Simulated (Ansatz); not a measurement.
# Ru (P6_3/mmc) in Ansatz: further runs

The runs below take Ru through single point, equation of state, with r2SCAN+rVV10.

Everything below comes from runs of Ansatz 0.2.0. Logs are shortened: lines on timing, memory, paths and dates and some standing lists are left out, and cuts for length are marked.

## 1. Starting point

The structure is hexagonal, space group P6_3/mmc (No. 194). The conventional cell has a = 2.706 Å, b = 2.706 Å, c = 4.282 Å, α = 90.00°, β = 90.00°, γ = 120.00°. Around Ru (site symmetry -6m2) lie 12 Ru at 2.65 to 2.71 Å.

## 2. Single point, r2SCAN+rVV10, 12.76 Å³/atom (volume scaled by 0.94)

input.yaml

```yaml
crystal:
  lattice:
    - [2.650564093, 0.0, 0.0]
    - [-1.3252820465, 2.2954558389, 0.0]
    - [0.0, 0.0, 4.1944897589]
  atoms:
    - { symbol: Ru, position: [0.6666666667, 0.3333333333, 0.75] }
    - { symbol: Ru, position: [0.3333333333, 0.6666666667, 0.25] }
hamiltonian:
  xc: r2scan
  pseudopotentials: { kind: paw }
  dispersion: rvv10
kpoints:
  mp_grid: { grid: [11, 11, 6] }
scf:
  occupations: { method: fermi_dirac, width: 0.05 }
output:
  forces: true
  stress: true
  eigenvalues: true
  write_density: true
  write_potential: true
  elf: true
  volumetric_format: npy
```

Potentials or basis: Ansatz PAW.

Run with:

```bash
$ ansatz run input.yaml --threads 2 --pin off --max-ram 5120MiB --backend cpu --events-out ev --progress --plain --runs-dir out
```

Log:

```text
Warning: RAYON_NUM_THREADS=2 ignored (pool sized by the plan → 2); use --threads N
Engine: ansatz 0.2.0, aarch64-unknown-linux-gnu
Pseudopotentials: kind: paw
Pseudopotential: Ru, paw, valence charge 16, recommended cutoff 500 eV (meta_gga), Ru.paw.azcp
Functional definition: r2SCAN+rVV10
  parameter k0 = 0.174
  parameter k1 = 0.065
  parameter a1 = 4.9479
  exchange = r2scan_x(k0 = k0, k1 = k1, a1 = a1)
  correlation = r2scan_c + rvv10(11.95, 0.0093)
Crystal: 2 atoms, lattice volume = 25.520 Å³
Basis set: ecut = 500 eV, 627 PW (Γ), exchange–correlation on 96×96×144 points (64 copies of the dense FFT grid, shifted against one another)
Bands: 20, of which v1, the nominal top of the filled ones, is band 16 counted from 1 (15 counted from 0)
Symmetry: 24 space group operations
Space group: P63/mmc (ITA 194), of the structure as read, at distance tolerance 2.9e-5 Å
k-points: 64 of 726
Non-local potential: Ru, projectors of the file, l = 0: 3, l = 1: 2, l = 2: 2, l = 3: 1
PAW form: soft (Blöchl's): semilocal exchange-correlation on the pseudo side does not see the compensation charge
rVV10 density: all electrons in the spheres
PAW frozen core: Ru, regenerated for the run's functional (the file was generated under x = pbe(κ = 0.804, μ = 0.2195149727645171), c = pbe(β = 0.06672455060314922))
PAW one-centre angular grid: Ru, 590 points (default); XC on 160 Gauss nodes
Initial density: superposition of atomic densities (neutral atoms: chi_scale 0, normalization atom), corrected by the library's trained network
Initial wavefunctions: pseudopotential atomic-orbital guess
Functional: x = r2scan, c = r2scan + rvv10(b = 11.95, C = 0.0093); τ floored in thin density (d = 2e-4 eV/Å³)
SCF iter   1: F=—  HF=-11778.292837 eV  |F-HF|=—  |Δ(HF+E_count)|=         —  Δρ=1.28e-2  dr2=1.60e-2  dr2_τ=1.65e-2  ethr=1.77e-3  ⟨swp⟩=5.2  Hψ=5317  notcnv=0
preconditioner: auto → none  [metal: Δε(μ)=0.031 eV  Ē_g=6.615 eV  σ=0.050 eV  W_gap=0.15  n_scr=8 (ndim 8)  ℏωp=29.4 eV  f_vac=0.000  D(μ)=1.85/eV (n_scr^D=22)  sad-step TF]
SCF iter   2: F=—  HF=-11778.314201 eV  |F-HF|=—  |Δ(HF+E_count)|=   2.14e-2  Δρ=6.53e-3  dr2=2.90e-3  dr2_τ=2.33e-4  ethr=5.00e-5  ⟨swp⟩=2.0  Hψ=3063  notcnv=0  defer=5
SCF iter   3: F=—  HF=-11778.317460 eV  |F-HF|=—  |Δ(HF+E_count)|=   3.26e-3  Δρ=1.35e-3  dr2=1.75e-4  dr2_τ=3.03e-5  ethr=9.05e-6  ⟨swp⟩=2.0  Hψ=2050  notcnv=0  defer=5
SCF iter   4: F=—  HF=-11778.317751 eV  |F-HF|=—  |Δ(HF+E_count)|=   2.90e-4  Δρ=2.93e-4  dr2=9.76e-6  dr2_τ=9.43e-7  ethr=5.47e-7  ⟨swp⟩=2.0  Hψ=2307  notcnv=0  defer=5
SCF iter   5: F=—  HF=-11778.317772 eV  |F-HF|=—  |Δ(HF+E_count)|=   2.19e-5  Δρ=6.02e-5  dr2=3.07e-7  dr2_τ=1.62e-7  ethr=3.05e-8  ⟨swp⟩=2.0  Hψ=2190  notcnv=0  defer=5
SCF iter   6: F=-11778.317773 eV  HF=-11778.317773 eV  |F-HF|=1.24e-8  |Δ(HF+E_count)|=   4.00e-7  Δρ=1.23e-5  dr2=1.35e-8  dr2_τ=2.66e-9  ethr=3.13e-10  ⟨swp⟩=9.6  Hψ=9248  notcnv=0
SCF 1 converged in 6 iterations: F = -11778.317773 eV  dr2 = 1.35e-8
SCF converged after 6 iterations
Free energy (F): -11778.317773 eV
Harris-Foulkes:  -11778.317773 eV  (|F-HF|=1.24e-8)
Internal energy: -11778.303196 eV  (E = F + TS)
E sigma→0 (E₀):  -11778.310485 eV
Entropy (-TS):   -0.014577 eV (-7.288 meV/atom)
Fermi energy:    25.148614 eV
--- Per-component energies (eV) ---
  E_band       = -85.654039
  E_kinetic    = 1033.735848
  E_local      = -2383.050124  (includes V_loc(G=0)·N_el)
  E_nonlocal   = 685.705118
  E_hartree    = 766.886384
  E_xc         = -367.553492
  E_vxc        = -536.568886  (∫ρ·V_xc dr)
  E_paw        = -6957.955375  (= ΣΔE_a)
  E_vpaw       = -456.983367  (= ΣTr[D̂ρ^β])
  E_aug_tail   = 0.000081  (compensation charges beyond the density's cutoff)
  E_vtau       = 37.733284  (kinetic-family band-sum trace: ∫τ·v_τ [+ j·A + Jᵃ·Aᵃ] dr)
  E_ewald      = -4555.449726
  E_core_change = -0.621911  (= ΣΔE_core)
  E_smearing   = -0.014577  (= −TS)
  E_closure    = -0.000000  (closes the sum)
  Σ components = -11778.317773   (vs F -11778.317773, Δ=0.00e0)
--- Forces (eV/Å), atoms counted from 1 ---
  atom   1  Ru    -0.00000000    -0.00000000     0.00000000
  atom   2  Ru     0.00000000     0.00000000     0.00000000
  max |Σ_I F_I| component: 0.00e0 eV/Å
--- Stress (GPa, compression-positive) ---
       18.562443       0.000000       0.000000
        0.000000      18.562443       0.000000
        0.000000       0.000000      19.105306
  P = ⅓ Tr σ = 18.7434 GPa (187.434 kbar)
--- Band table (eV; the first three rows and the last of 64) ---
  k-point 0: bands = ["-50.2511", "-49.9626", "-20.1137", "-18.8910", "-18.8910", "-18.6714", "-18.6714", "-18.6138", "16.5139", "18.2178", "22.2554", "22.2554", "22.4622", "23.0329", "23.0329", "23.6231", "23.6231", "26.5750", "26.5750", "26.6507"]
  k-point 1: bands = ["-50.2322", "-49.9824", "-20.0183", "-18.8765", "-18.8765", "-18.7199", "-18.6863", "-18.6863", "16.8556", "18.3404", "22.0819", "22.0819", "22.2924", "22.8331", "22.8331", "24.0747", "24.0747", "25.6279", "26.5880", "26.5880"]
  k-point 2: bands = ["-50.1802", "-50.0359", "-19.7541", "-19.0052", "-18.8366", "-18.8366", "-18.7268", "-18.7268", "17.7373", "18.6017", "21.9429", "21.9429", "21.9718", "22.4158", "22.4158", "23.6600", "24.9700", "24.9700", "26.4227", "26.4227"]
  k-point 63: bands = ["-49.9402", "-49.9402", "-19.8231", "-19.8231", "-19.4237", "-19.4237", "-18.8727", "-18.8727", "19.6650", "19.6650", "20.6799", "20.6799", "22.1415", "22.1415", "23.9525", "23.9525", "26.6976", "26.6976", "33.8935", "33.8935"]
```

Run time: 3.9 s. Hardware: 2 threads of Arm Neoverse V1, shared host; peak memory 0.41 GiB.

Results:

```
Free energy            : -11778.3178 eV
Pressure               : 18.7 GPa
Band gap on the k mesh : none (metal or under the smearing width)
```

Caveat: pairwise dispersion overbinds metals, which lowers pressure and volume; the PAW data sets come from PBE, with cores solved anew for the run's functional, which leaves a small shift of forces and pressure.

## 3. Single point, r2SCAN+rVV10, 13.03 Å³/atom (volume scaled by 0.96)

Changes to input.yaml since step 2:

```diff
@@ -2,5 +2,5 @@
   lattice:
-    - [2.650564093, 0.0, 0.0]
-    - [-1.3252820465, 2.2954558389, 0.0]
-    - [0.0, 0.0, 4.1944897589]
+    - [2.6692306523, 0.0, 0.0]
+    - [-1.3346153261, 2.3116215535, 0.0]
+    - [0.0, 0.0, 4.2240293924]
   atoms:
```

Potentials or basis: Ansatz PAW.

Run with:

```bash
$ ansatz run input.yaml --threads 2 --pin off --max-ram 5120MiB --backend cpu --events-out ev --progress --plain --runs-dir out
```

It took 3.8 s on 2 threads of Arm Neoverse V1, shared host; peak memory 0.41 GiB.

The run converged. Its results:

```yaml
Free_energy: -11778.3662 eV
Pressure: 10.0 GPa
Band_gap_on_the_k_mesh: none (metal or under the smearing width)
```

Caveat: pairwise dispersion overbinds metals, which lowers pressure and volume; the PAW data sets come from PBE, with cores solved anew for the run's functional, which leaves a small shift of forces and pressure.

## 4. Single point, r2SCAN+rVV10, 13.30 Å³/atom (volume scaled by 0.98)

Changes to input.yaml since step 3:

```diff
@@ -2,5 +2,5 @@
   lattice:
-    - [2.6692306523, 0.0, 0.0]
-    - [-1.3346153261, 2.3116215535, 0.0]
-    - [0.0, 0.0, 4.2240293924]
+    - [2.6876397213, 0.0, 0.0]
+    - [-1.3438198606, 2.3275642749, 0.0]
+    - [0.0, 0.0, 4.2531615502]
   atoms:
@@ -20,5 +20 @@
   eigenvalues: true
-  write_density: true
-  write_potential: true
-  elf: true
-  volumetric_format: npy
```

Run with:

```bash
$ ansatz run input.yaml --threads 2 --pin off --max-ram 5120MiB --backend cpu --events-out ev --progress --plain --runs-dir out
```

Wall time 3.2 s (2 threads of Arm Neoverse V1, shared host); peak memory 0.41 GiB.

The run converged. Its results:

```yaml
Free_energy: -11778.3868 eV
Pressure: 2.3 GPa
Band_gap_on_the_k_mesh: none (metal or under the smearing width)
```

Caveat: pairwise dispersion overbinds metals, which lowers pressure and volume; the PAW data sets come from PBE, with cores solved anew for the run's functional, which leaves a small shift of forces and pressure.

## 5. Single point, r2SCAN+rVV10, 13.57 Å³/atom

Changes to input.yaml since step 4:

```diff
@@ -2,5 +2,5 @@
   lattice:
-    - [2.6876397213, 0.0, 0.0]
-    - [-1.3438198606, 2.3275642749, 0.0]
-    - [0.0, 0.0, 4.2531615502]
+    - [2.7058, 0.0, 0.0]
+    - [-1.3529, 2.3432915376, 0.0]
+    - [0.0, 0.0, 4.2819]
   atoms:
@@ -20 +20,5 @@
   eigenvalues: true
+  write_density: true
+  write_potential: true
+  elf: true
+  volumetric_format: npy
```

Run with:

```bash
$ ansatz run input.yaml --threads 2 --pin off --max-ram 5120MiB --backend cpu --events-out ev --progress --plain --runs-dir out
```

It took 3.9 s on 2 threads of Arm Neoverse V1, shared host; peak memory 0.41 GiB.

The run converged. Its results:

```yaml
Free_energy: -11778.3826 eV
Pressure: -4.6 GPa
Band_gap_on_the_k_mesh: none (metal or under the smearing width)
```

Caveat: pairwise dispersion overbinds metals, which lowers pressure and volume; the PAW data sets come from PBE, with cores solved anew for the run's functional, which leaves a small shift of forces and pressure.

## 6. Single point, r2SCAN+rVV10, 13.85 Å³/atom (volume scaled by 1.02)

Changes to input.yaml since step 5:

```diff
@@ -2,5 +2,5 @@
   lattice:
-    - [2.7058, 0.0, 0.0]
-    - [-1.3529, 2.3432915376, 0.0]
-    - [0.0, 0.0, 4.2819]
+    - [2.7237197275, 0.0, 0.0]
+    - [-1.3618598638, 2.3588104769, 0.0]
+    - [0.0, 0.0, 4.3102577801]
   atoms:
```

Potentials or basis: Ansatz PAW.

Run with:

```bash
$ ansatz run input.yaml --threads 2 --pin off --max-ram 5120MiB --backend cpu --events-out ev --progress --plain --runs-dir out
```

Wall time 4 s (2 threads of Arm Neoverse V1, shared host); peak memory 0.41 GiB.

Results (log left out):

- Free energy: -11778.3562 eV
- Pressure: -10.8 GPa
- Band gap on the k mesh: none (metal or under the smearing width)

Caveat: pairwise dispersion overbinds metals, which lowers pressure and volume; the PAW data sets come from PBE, with cores solved anew for the run's functional, which leaves a small shift of forces and pressure.

## 7. Single point, r2SCAN+rVV10, 14.12 Å³/atom (volume scaled by 1.04)

Changes to input.yaml since step 6:

```diff
@@ -2,5 +2,5 @@
   lattice:
-    - [2.7237197275, 0.0, 0.0]
-    - [-1.3618598638, 2.3588104769, 0.0]
-    - [0.0, 0.0, 4.3102577801]
+    - [2.7414067149, 0.0, 0.0]
+    - [-1.3707033574, 2.3741278572, 0.0]
+    - [0.0, 0.0, 4.3382472512]
   atoms:
```

Run with:

```bash
$ ansatz run input.yaml --threads 2 --pin off --max-ram 5120MiB --backend cpu --events-out ev --progress --plain --runs-dir out
```

Wall time 4.1 s (2 threads of Arm Neoverse V1, shared host); peak memory 0.42 GiB.

Results (log left out):

| Quantity | Value |
| --- | --- |
| Free energy | -11778.3103 eV |
| Pressure | -16.2 GPa |
| Band gap on the k mesh | none (metal or under the smearing width) |

Caveat: pairwise dispersion overbinds metals, which lowers pressure and volume; the PAW data sets come from PBE, with cores solved anew for the run's functional, which leaves a small shift of forces and pressure.

## 8. Single point, r2SCAN+rVV10, 14.39 Å³/atom (volume scaled by 1.06)

Changes to input.yaml since step 7:

```diff
@@ -2,5 +2,5 @@
   lattice:
-    - [2.7414067149, 0.0, 0.0]
-    - [-1.3707033574, 2.3741278572, 0.0]
-    - [0.0, 0.0, 4.3382472512]
+    - [2.7588683749, 0.0, 0.0]
+    - [-1.3794341875, 2.3892500984, 0.0]
+    - [0.0, 0.0, 4.3658801443]
   atoms:
@@ -20,5 +20 @@
   eigenvalues: true
-  write_density: true
-  write_potential: true
-  elf: true
-  volumetric_format: npy
```

Run with:

```bash
$ ansatz run input.yaml --threads 2 --pin off --max-ram 5120MiB --backend cpu --events-out ev --progress --plain --runs-dir out
```

Wall time 3.3 s (2 threads of Arm Neoverse V1, shared host); peak memory 0.41 GiB.

The run converged. Its results:

| Quantity | Value |
| --- | --- |
| Free energy | -11778.2470 eV |
| Pressure | -21.1 GPa |
| Band gap on the k mesh | none (metal or under the smearing width) |

Caveat: pairwise dispersion overbinds metals, which lowers pressure and volume; the PAW data sets come from PBE, with cores solved anew for the run's functional, which leaves a small shift of forces and pressure.

## 9. Equation of state, r2SCAN+rVV10

Potentials or basis: Ansatz PAW.

This step only gathers the single runs of the series.

Results:

```
Equilibrium volume                        : 13.39 Å³/atom
Bulk modulus at fixed shape and positions : 347 GPa
Pressure derivative of the bulk modulus   : 4.8
```

Energy against volume, from the lowest point:
| volume (Å³/atom) | energy (meV/atom) |
| --- | --- |
| 12.760 | 34.52 |
| 13.032 | 10.29 |
| 13.303 | 0.00 |
| 13.575 | 2.13 |
| 13.846 | 15.28 |
| 14.118 | 38.24 |
| 14.389 | 69.91 |

Caveat: the cell was scaled at fixed shape and fractional positions, which overstates the stiffness of a crystal with free parameters, most of all of layers and chains; the PAW data sets were made with another functional, which shifts forces and pressure a little.
